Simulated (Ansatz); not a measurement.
# Sn: the cost of one run

Program: Ansatz 0.2.0. Level of theory: DFT PBE, scalar-relativistic, plane waves, PAW. These are calculated values, not measurements.

1 further run of the same task is left out (set aside as unsound or not needed).

## Step 1: The system as given

The structure is tetragonal, space group I4_1/amd (No. 141). The conventional cell has a = 5.929 Å, b = 5.929 Å, c = 3.233 Å, α = 90.00°, β = 90.00°, γ = 90.00°. Sn (site symmetry -4m2) has 6 Sn at 3.07 to 3.23 Å as nearest neighbours.

As a file:

```
CELL_PARAMETERS angstrom
-2.96432 2.96432 1.61635
2.96432 -2.96432 1.61635
2.96432 2.96432 -1.61635
ATOMIC_POSITIONS crystal
Sn 0.75000 0.25000 0.50000
Sn 0.00000 0.00000 0.00000
```

It goes back to an entry of the Materials Project.

This cell was relaxed beforehand with the same method: volume 28.41 Å³/atom, gap on the mesh none (metal).

## Step 2: Tight relaxation for the response runs, with the smearing for a metal

Response runs need a geometry at rest under their own mesh and occupations; hence this stricter relaxation.

The input, input.yaml:

```yaml
crystal:
  lattice:
    - [-2.9643162538, 2.9643162538, 1.616346965]
    - [2.9643162538, -2.9643162538, 1.616346965]
    - [2.9643162538, 2.9643162538, -1.616346965]
  atoms:
    - { symbol: Sn, position: [0.75, 0.25, 0.5] }
    - { symbol: Sn, position: [0.0, 0.0, 0.0] }
basis:
  ecutwfc: 420
kpoints:
  mp_grid: { grid: [14, 14, 14] }
hamiltonian:
  xc: pbe
scf:
  occupations: { method: fermi_dirac, width: 0.15 }
output:
  forces: true
  stress: true
  eigenvalues: true
relax:
  adjacent_minimum: "off"
  f_tol: 0.001
  max_steps: 60
  cell: { stress_tol: 0.01 }
```

Run with:

```console
> ansatz run input.yaml --threads 1 --pin off --max-ram 3072MiB --backend cpu --events-out ev --progress --plain --runs-dir out
```

Q: Estimate wall time and peak memory on 1 thread of Intel Xeon at 2.50GHz (Skylake/Cascade Lake), shared host.

About 2.1 min, with a peak of 0.53 GiB.
